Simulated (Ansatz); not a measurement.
# Generalised stacking fault in Si

Level of theory: DFT r2SCAN, scalar-relativistic, plane waves, PAW in Ansatz 0.2.0. Settings: plane waves to 500 eV, k-mesh 8×8×3 (Γ-centred), Gaussian smearing 0.05 eV. No spin polarisation. Energies are free energies at this smearing, counted from the undisturbed cell; pressure is positive in compression.

The undisturbed cell (as given, not relaxed at this level; it stands at 0.7 GPa):

```xyz
6
Lattice="2.7155 -2.7155 0.0000 2.7155 0.0000 -2.7155 5.4309 5.4309 5.4309" Properties=species:S:1:pos:R:3 pbc="T T T"
Si    6.5622    1.1313    1.1313
Si    1.1313    1.1313    1.1313
Si    6.5622    3.8467    3.8467
Si    7.9199    2.4890    2.4890
Si    2.4890    2.4890    2.4890
Si    2.4890   -0.2265   -0.2265
```

The cut lies on the cell's a–b face, a (1 1 1) plane (indices in the standard cell, whose axes needn't be the Cartesian ones shown) of area 12.77 Å², between layers 2.35 Å apart. Vector c is tilted by f times 1·a + 0·b (length 3.840 Å) with the atoms' Cartesian places fixed: one unrelaxed fault a cell.

```tsv
f	γ (mJ/m²)
0.0000	0
0.1000	110
0.2000	455
0.3000	996
0.4000	1556
0.5000	1815
```

Question: Predict the shear traction, the slope of γ along the slip (GPa) at each point.

Answer:
| f | shear traction, the slope of γ along the slip (GPa) |
| --- | --- |
| 0.0000 | 0.0 |
| 0.1000 | 5.9 |
| 0.2000 | 12.1 |
| 0.3000 | 15.5 |
| 0.4000 | 12.6 |
| 0.5000 | 0.0 |